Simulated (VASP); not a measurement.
# ZnAu (Pm-3m) in VASP: a series of runs

Aim: see how the results for ZnAu move with the level of theory and the settings. Levels: r2SCAN, TPSS. Tasks: relaxation of cell and atoms.

Program: VASP 6.6.1. These are calculated values, not measurements. Logs are shortened: lines on timing, memory, paths and dates and some standing lists are left out, and cuts for length are marked.

## Step 1: Starting point

It takes space group Pm-3m (No. 221, cubic). Conventional cell: a = 3.147 Å, b = 3.147 Å, c = 3.147 Å, α = 90.00°, β = 90.00°, γ = 90.00°. Around Au (site symmetry m-3m) lie 8 Zn at 2.73 Å. Around Zn (site symmetry m-3m) lie 8 Au at 2.73 Å.

## Step 2: Relaxation of cell and atoms, r2SCAN

INCAR reads:

```
ALGO = Normal
EDIFF = 1E-6
EDIFFG = -0.005
ENCUT = 600
IBRION = 2
ISIF = 3
ISMEAR = 1
LASPH = T
LCHARG = F
LMIXTAU = T
LREAL = F
LWAVE = F
METAGGA = R2SCAN
NELM = 100
NSW = 60
PREC = Accurate
SIGMA = 0.1
```

KPOINTS reads:

```
k-points
0
Gamma
  8 8 8
```

POSCAR reads:

```
ZnAu
1.0
    3.1470000000      0.0000000000      0.0000000000
    0.0000000000      3.1470000000      0.0000000000
    0.0000000000      0.0000000000      3.1470000000
Au Zn
1 1
Direct
    0.0000000000      0.0000000000      0.0000000000
    0.5000000000      0.5000000000      0.5000000000
```

Potentials or basis: VASP PAW PBE potentials, release 64 (Au, Zn).

Command:

```
$ cat potpaw_PBE.64/Au/POTCAR potpaw_PBE.64/Zn/POTCAR > POTCAR
$ mpirun -np 1 vasp_std > vasp.out
```

OUTCAR:

```text
EDIFF = 1E-6
   EDIFFG = -0.005
   ENCUT = 600
   IBRION = 2
   ISIF = 3
   ISMEAR = 1
   LASPH = T
   LREAL = F
   METAGGA = R2SCAN
   NELM = 100
   NSW = 60
   PREC = Accurate

 ion  position               nearest neighbor table
   1  0.000  0.000  0.000-   2 2.73   2 2.73   2 2.73   2 2.73   2 2.73   2 2.73   2 2.73   2 2.73

   2  0.500  0.500  0.500-   1 2.73   1 2.73   1 2.73   1 2.73   1 2.73   1 2.73   1 2.73   1 2.73

  LATTYP: Found a simple cubic cell.
 ALAT       =     3.1470000000

  Lattice vectors:

 A1 = (   3.1470000000,   0.0000000000,   0.0000000000)
 A2 = (   0.0000000000,   3.1470000000,   0.0000000000)
 A3 = (   0.0000000000,   0.0000000000,   3.1470000000)

Analysis of symmetry for initial positions (statically):
=====================================================================
 Subroutine PRICEL returns:
 Original cell was already a primitive cell.

 Routine SETGRP: Setting up the symmetry group for a
 simple cubic supercell.

 Subroutine GETGRP returns: Found 48 space group operations
 (whereof 48 operations were pure point group operations)
 out of a pool of 48 trial point group operations.

The static configuration has the point symmetry O_h .

Analysis of symmetry for dynamics (positions and initial velocities):
=====================================================================
 Subroutine PRICEL returns:
 Original cell was already a primitive cell.

 Routine SETGRP: Setting up the symmetry group for a
 simple cubic supercell.

 Subroutine GETGRP returns: Found 48 space group operations
 (whereof 48 operations were pure point group operations)
 out of a pool of 48 trial point group operations.

The dynamic configuration has the point symmetry O_h .

 Subroutine INISYM returns: Found 48 space group operations
 (whereof 48 operations are pure point group operations),
 and found     1 'primitive' translations

----------------------------------------------------------------------------------------

                                     Primitive cell

  volume of cell :      31.1667

  direct lattice vectors                    reciprocal lattice vectors
     3.147000000  0.000000000  0.000000000     0.317762949  0.000000000  0.000000000
     0.000000000  3.147000000  0.000000000     0.000000000  0.317762949  0.000000000
     0.000000000  0.000000000  3.147000000     0.000000000  0.000000000  0.317762949

  length of vectors
     3.147000000  3.147000000  3.147000000     0.317762949  0.317762949  0.317762949

  position of ions in fractional coordinates (direct lattice)
     0.000000000  0.000000000  0.000000000
     0.500000000  0.500000000  0.500000000

  ion indices of the primitive-cell ions
   primitive index   ion index
                 1           1
                 2           2

----------------------------------------------------------------------------------------

 KPOINTS: k-points

Automatic generation of k-mesh.
 Grid dimensions read from file:
 generate k-points for:    8    8    8

 Generating k-lattice:

  Cartesian coordinates                     Fractional coordinates (reciprocal lattice)
     0.039720369  0.000000000  0.000000000     0.125000000  0.000000000  0.000000000
     0.000000000  0.039720369  0.000000000     0.000000000  0.125000000  0.000000000
     0.000000000  0.000000000  0.039720369     0.000000000  0.000000000  0.125000000

  Length of vectors
     0.039720369  0.039720369  0.039720369

  Shift w.r.t. Gamma in fractional coordinates (k-lattice)
     0.000000000  0.000000000  0.000000000

 Subroutine IBZKPT returns following result:
 ===========================================

 Found     35 irreducible k-points:

 Following reciprocal coordinates:
            Coordinates               Weight
  0.000000  0.000000  0.000000      1.000000
  0.125000  0.000000  0.000000      6.000000
  0.250000  0.000000  0.000000      6.000000
  0.375000  0.000000  0.000000      6.000000
  0.500000  0.000000  0.000000      3.000000
  0.125000  0.125000  0.000000     12.000000
[... 16 lines left out ...]
  0.375000  0.375000  0.125000     24.000000
  0.500000  0.375000  0.125000     24.000000
 [... further k-points ...]
   k-points           NKPTS =     35   k-points in BZ     NKDIM =     35   number of bands    NBANDS=     15
   number of dos      NEDOS =    301   number of ions     NIONS =      2
   total plane-waves  NPLWV =  21952
   dimension x,y,z NGX =    28 NGY =   28 NGZ =   28
   dimension x,y,z NGXF=    56 NGYF=   56 NGZF=   56
   ions per type =               1   1
   NGX,Y,Z   is equivalent  to a cutoff of  14.79, 14.79, 14.79 a.u.
   NGXF,Y,Z  is equivalent  to a cutoff of  29.58, 29.58, 29.58 a.u.
 SYSTEM =  unknown system
   PREC   = accura    normal or accurate (medium, high low for compatibility)
   ISTART =      0    job   : 0-new  1-cont  2-samecut
   ICHARG =      2    charge: 1-file 2-atom 10-const
   ISPIN  =      1    spin polarized calculation?
   LNONCOLLINEAR =      F non collinear calculations
   LSORBIT =      F    spin-orbit coupling
   LASPH  =      T    aspherical Exc in radial PAW
   ENCUT  =  600.0 eV  44.10 Ry    6.64 a.u.   6.29  6.29  6.29*2*pi/ulx,y,z
   NELM   =    100;   NELMIN=  2; NELMDL= -5     # of ELM steps
   EDIFF  = 0.1E-05   stopping-criterion for ELM
   LREAL  =      F    real-space projection
   EDIFFG = -.5E-02   stopping-criterion for IOM
   NSW    =     60    number of steps for IOM
   IBRION =      2    ionic relax: 0-MD 1-quasi-New 2-CG
   NFREE  =      1    steps in history (QN), initial steepest desc. (CG)
   ISIF   =      3    stress and relaxation
   ISYM   =      2    0-nonsym 1-usesym 2-fastsym
   POTIM  = 0.5000    time-step for ionic-motion
   TEBEG  =    0.0;   TEEND  =   0.0 temperature during run
   PSTRESS=    0.0 pullay stress
   NELECT =      23.0000    total number of electrons
   NUPDOWN=      -1.0000    fix difference up-down
   EMIN   =  10.00;   EMAX   =-10.00  energy-range for DOS
   EFERMI =   0.00;   METHOD = LEGACY
   ISMEAR =     1;   SIGMA  =   0.10  broadening in eV -4-tet -1-fermi 0-gaus
   EFERMI_NEDOS =   21; number of points for ismear=-14 and -15
   IALGO  =     38    algorithm
   IMIX   =      4    mixing-type and parameters
     AMIX     =   0.40;   BMIX     =  1.00
     AMIX_MAG =   1.60;   BMIX_MAG =  1.00
  volume/ion in A,a.u.               =      15.58       105.16
  Fermi-wavevector in a.u.,A,eV,Ry     =   1.479406  2.795672 29.778283  2.188642
  Thomas-Fermi vector in A             =   2.593568
   LORBIT       =      0    0 simple, 1 ext, 2 COOP (PROOUT), +10 PAW based schemes
   METAGGA = R2SCAN    functional components
   LHFCALC =     F    Hartree Fock is set to
   AEXX    =    0.0000 exact exchange contribution
   IVDW    =     0    specifies the selected vdW correction
   LEPSILON=     F    determine dielectric tensor
   LRPA    =     F    only Hartree local field effects (RPA)
 conjugate gradient relaxation of ions
 non-spin polarized calculation
 Methfessel and Paxton  Order N= 1 SIGMA  =   0.10
  energy-cutoff  :      600.00
  volume of cell :       31.17
 maximum number of plane-waves:      1064
 NGX is ok and might be reduce to    28
   NGX = 13   NGY = 13   NGZ = 13

--------------------------------------- Ionic step        1  -------------------------------------------

 number of electron      22.9999994 magnetization

 Free energy of the ion-electron system (eV)
  ---------------------------------------------------
  ext. energy  EPLUGINS =         0.00000000
  ---------------------------------------------------
  free energy    TOTEN  =       -59.94184884 eV

  energy without entropy =      -59.94240848  energy(sigma->0) =      -59.94203538

------------------------ aborting loop because EDIFF is reached ----------------------------------------

  FORCE on cell =-STRESS in cart. coord.  units (eV):
  Direction    XX          YY          ZZ          XY          YZ          ZX
  --------------------------------------------------------------------------------------
  -------------------------------------------------------------------------------------
  Total        0.1739665      0.1739665      0.1739665      0.0000000      0.0000000     -0.0000000
  in kB        8.9430555      8.9430555      8.9430555      0.0000000      0.0000000     -0.0000000
  external PRESSURE =       8.9430555 kB  Pullay stress =       0.0000000 kB

 VOLUME and BASIS-vectors are now :
 -----------------------------------------------------------------------------
  energy-cutoff  :      600.00
  volume of cell :       31.17
      direct lattice vectors                 reciprocal lattice vectors
     3.147000000  0.000000000  0.000000000     0.317762949  0.000000000  0.000000000
     0.000000000  3.147000000  0.000000000     0.000000000  0.317762949  0.000000000
     0.000000000  0.000000000  3.147000000     0.000000000  0.000000000  0.317762949
[... 73 lines left out ...]
 POSITION                                       TOTAL-FORCE (eV/Angst)
 -----------------------------------------------------------------------------------
      0.00000      0.00000      0.00000        -0.000000     -0.000000      0.000000
      1.57607      1.57607      1.57607         0.000000      0.000000      0.000000
 -----------------------------------------------------------------------------------
    total drift:                                0.000000      0.000000      0.000000

  FREE ENERGIE OF THE ION-ELECTRON SYSTEM (eV)
  ---------------------------------------------------
  free  energy   TOTEN  =       -59.9422237725 eV

  energy  without entropy=      -59.9427945351  energy(sigma->0) =      -59.94241403

--------------------------------------- Ionic step        4  -------------------------------------------

 number of electron      22.9999991 magnetization

 Free energy of the ion-electron system (eV)
  ---------------------------------------------------
  ext. energy  EPLUGINS =         0.00000000
  ---------------------------------------------------
  free energy    TOTEN  =       -59.94221520 eV

  energy without entropy =      -59.94278893  energy(sigma->0) =      -59.94240644

 E-fermi :   6.6821     XC(G=0): -13.3818

 val. band max:        6.6193381669   @ k =   0.5000   0.3750   0.2500
 cond. band min:       6.9804558433   @ k =   0.3750   0.3750   0.1250
 fundamental gap:      0.3611176764
 Fermi energy:         6.6821475569

 k-point     1 :       0.0000    0.0000    0.0000
  band No.  band energies     occupation
      1      -4.0527      2.00000
      2      -1.5648      2.00000
      3      -1.5648      2.00000
      4      -0.8726      2.00000
      5      -0.8726      2.00000
      6      -0.8726      2.00000
      7       1.1865      2.00000
      8       1.1865      2.00000
      9       2.9290      2.00000
     10       2.9290      2.00000
     11       2.9290      2.00000
     12      12.1812      0.00000
     13      12.1812      0.00000
     14      12.1812      0.00000
     15      16.2836      0.00000
[... 397 lines left out ...]
 k-point    24 :       0.5000    0.3750    0.1250
  band No.  band energies     occupation
      1      -1.5890      2.00000
      2      -1.4619      2.00000
      3      -1.1623      2.00000
      4      -1.1522      2.00000
      5      -0.6247      2.00000
      6       0.2371      2.00000
      7       1.4701      2.00000
      8       1.8547      2.00000
      9       2.0169      2.00000
     10       3.0313      2.00000
     11       5.0541      2.00000
     12       5.2013      2.00000
     13       9.5781      0.00000
     14      10.5029      0.00000
     15      16.3567      0.00000

 [... further k-points ...]
[... 5 lines left out ...]
  --------------------------------------------------------------------------------------
  -------------------------------------------------------------------------------------
  Total        0.0006484      0.0006484      0.0006484     -0.0000000     -0.0000000      0.0000000
  in kB        0.0331281      0.0331281      0.0331281     -0.0000000     -0.0000000      0.0000000
  external PRESSURE =       0.0331281 kB  Pullay stress =       0.0000000 kB

 VOLUME and BASIS-vectors are now :
 -----------------------------------------------------------------------------
  energy-cutoff  :      600.00
  volume of cell :       31.36
      direct lattice vectors                 reciprocal lattice vectors
     3.153451473  0.000000000 -0.000000000     0.317112855 -0.000000000  0.000000000
     0.000000000  3.153451473  0.000000000    -0.000000000  0.317112855 -0.000000000
    -0.000000000  0.000000000  3.153451473     0.000000000 -0.000000000  0.317112855

 POSITION                                       TOTAL-FORCE (eV/Angst)
 -----------------------------------------------------------------------------------
      0.00000      0.00000      0.00000        -0.000000     -0.000000      0.000000
      1.57673      1.57673      1.57673         0.000000      0.000000      0.000000
 -----------------------------------------------------------------------------------
    total drift:                                0.000000      0.000000      0.000000

  FREE ENERGIE OF THE ION-ELECTRON SYSTEM (eV)
  ---------------------------------------------------
  free  energy   TOTEN  =       -59.9422152044 eV

  energy  without entropy=      -59.9427889251  energy(sigma->0) =      -59.94240644

 reached required accuracy - stopping structural energy minimisation
```

It took 2.2 min on 1 thread of Intel Xeon Platinum 8488C (Sapphire Rapids), shared host; peak memory 0.18 GiB.

What came out:

```yaml
Free_energy: -59.9422 eV
Relaxed_volume: 15.68 Å³/atom
Relaxed_cell: a = 3.153 Å, b = 3.153 Å, c = 3.153 Å, α = 90.00°, β = 90.00°, γ = 90.00°
Space_group_after_relaxing_to_0.05_Å: Pm-3m (No. 221)
Energy_gained_by_relaxing: 0.2 meV/atom
Ionic_steps: 4
Pressure_after_relaxing: 0.0 GPa
Band_gap_on_the_k_mesh: none (metal or under the smearing width)
```

Step by step:
| step | energy change (eV) | largest force (eV/Å) | pressure (GPa) | volume (Å³) |
| --- | --- | --- | --- | --- |
| 1 | 0.0000 | 0.0000 | 0.89 | 31.17 |
| 2 | 0.0003 | 0.0000 | -0.87 | 31.56 |
| 3 | -0.0004 | 0.0000 | 0.17 | 31.32 |
| 4 | -0.0004 | 0.0000 | 0.00 | 31.36 |

Final structure:
```yaml
crystal:
  lattice:
    - [3.15345, 0.00000, 0.00000]
    - [0.00000, 3.15345, 0.00000]
    - [0.00000, 0.00000, 3.15345]
  atoms:
    - { symbol: Au, position: [0.00000, 0.00000, 0.00000] }
    - { symbol: Zn, position: [0.50000, 0.50000, 0.50000] }
```

Caveat: the PAW data sets were made with another functional, which shifts forces and pressure a little. Zero-point motion and thermal expansion aren't in these numbers.

## Step 3: Relaxation of cell and atoms, TPSS

INCAR reads:

```
PREC = Accurate
ENCUT = 600
EDIFF = 1E-6
ISMEAR = 1
SIGMA = 0.1
LREAL = False
LASPH = True
NELM = 60
ALGO = Normal
ISIF = 3
LWAVE = False
LCHARG = False
METAGGA = TPSS
LMIXTAU = True
IBRION = 2
NSW = 40
EDIFFG = -0.01
```

KPOINTS reads:

```
regular mesh
0
Gamma
  8 8 8
```

POSCAR is that of step 2.

Potentials or basis: VASP PAW PBE potentials, release 64 (Au, Zn).

Command:

```
$ cat potpaw_PBE.64/Au/POTCAR potpaw_PBE.64/Zn/POTCAR > POTCAR
$ mpirun -np 1 vasp_std > vasp.out
```

Run time: 1.9 min. Hardware: 1 thread of Intel Xeon Platinum 8488C (Sapphire Rapids), shared host; peak memory 0.18 GiB.

It converged, with:

```yaml
Free_energy: -13.1411 eV
Relaxed_volume: 15.70 Å³/atom
Relaxed_cell: a = 3.155 Å, b = 3.155 Å, c = 3.155 Å, α = 90.00°, β = 90.00°, γ = 90.00°
Space_group_after_relaxing_to_0.05_Å: Pm-3m (No. 221)
Energy_gained_by_relaxing: 0.3 meV/atom
Ionic_steps: 3
Pressure_after_relaxing: -0.1 GPa
Band_gap_on_the_k_mesh: none (metal or under the smearing width)
```

The path:
```csv
step,energy change (eV),largest force (eV/Å),pressure (GPa),volume (Å³)
1,0.0000,0.0000,0.91,31.17
2,-0.0003,0.0000,-0.78,31.57
3,-0.0007,0.0000,-0.09,31.40
```

Final structure:
```
Au Zn
1.0
     3.15481    0.00000    0.00000
     0.00000    3.15481    0.00000
     0.00000    0.00000    3.15481
Au Zn
1 1
Direct
  0.00000 0.00000 0.00000
  0.50000 0.50000 0.50000
```

Levels at points of the mesh, in eV from the Fermi level:
```tsv
k point	band 9	band 10	band 11	band 12	band 13	band 14
(0.00, 0.00, 0.00)	-3.55	-3.55	-3.55	5.28	5.28	5.28
(0.50, 0.00, 0.00)	-4.71	-4.71	-3.70	-2.17	10.49	11.38
(0.50, 0.50, 0.00)	-3.91	-2.98	-1.74	-1.74	1.08	2.71
(0.50, 0.50, 0.50)	-2.93	-2.93	1.70	3.90	3.97	3.97
```

Caveat: the PAW data sets were made with another functional, which shifts forces and pressure a little. Spin-orbit coupling is left out, which matters for the levels of Au.

## Step 4: For comparison

An earlier run on the cell as given: functional PBE; potentials or basis VASP PAW PBE potentials, release 64 (Au, Zn); cutoff 520 eV; k mesh 8 × 8 × 8; occupations fermi-dirac, width 0.05 eV; no spin polarisation.

* Pressure: 5.2 GPa
* Band gap on the k mesh: none (metal or under the smearing width)

## Step 5: The runs side by side

```tsv
task	level	cell	cutoff (eV)	smearing	gap on the mesh (eV)	pressure (GPa)	relaxed volume (Å³/atom)
relaxation of cell and atoms	r2SCAN	relaxed	600	methfessel-paxton 0.1 eV	none	0.0	15.68
relaxation of cell and atoms	TPSS	relaxed	600	methfessel-paxton 0.1 eV	none	-0.1	15.70
single point	PBE	as given	520	fermi-dirac 0.05 eV	none	5.2	-
```

Alike in all rows: potentials or basis VASP PAW PBE potentials, release 64 (Au, Zn); no spin polarisation; k mesh 8 × 8 × 8.

Caveats: the PAW data sets were made with another functional, which shifts forces and pressure a little (some runs).

Total energies depend on the potentials used, so only differences within one code and one set of settings carry meaning.
